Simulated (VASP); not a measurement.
HgS: equation of state with PBE

HgS:

```
Hg S
1.0
     0.00000    2.92585    2.92585
     2.92585    0.00000    2.92585
     2.92585    2.92585    0.00000
Hg S
1 1
Direct
  0.00000 0.00000 0.00000
  0.75000 0.75000 0.75000
```

Measurements of this composition are mostly on another form, of space group No. 152.

```yaml
Program: VASP 6.6.1
Task: equation of state
Functional: PBE
Potentials_or_basis: VASP PAW PBE potentials, release 64 (Hg, S)
Cutoff: 520 eV
k_mesh: 8 × 8 × 8
Occupations: fermi-dirac, width 0.05 eV
Spin: no spin polarisation
Further_INCAR_settings: ALGO = Normal; EDIFF = 1e-07; NBANDS = 16
```

```json
{"Equilibrium volume": "27.04 Å³/atom (rough: see the caveat)", "Bulk modulus": "50 GPa (rough)"}
```

Energy against volume, from the lowest point:
| volume (Å³/atom) | energy (meV/atom) |
| --- | --- |
| 23.544 | 91.69 |
| 24.045 | 64.16 |
| 24.546 | 42.25 |
| 25.047 | 25.37 |
| 25.548 | 13.02 |
| 26.049 | 4.71 |
| 26.550 | 0.00 |

All runs of the series together: 2.1 min on 1 thread of Intel(R) Xeon(R) Platinum 8488C (Sapphire Rapids), with other jobs on the host.

Caveat: the minimum lies outside the volumes run. Spin-orbit coupling is left out, which matters for the levels of Hg.
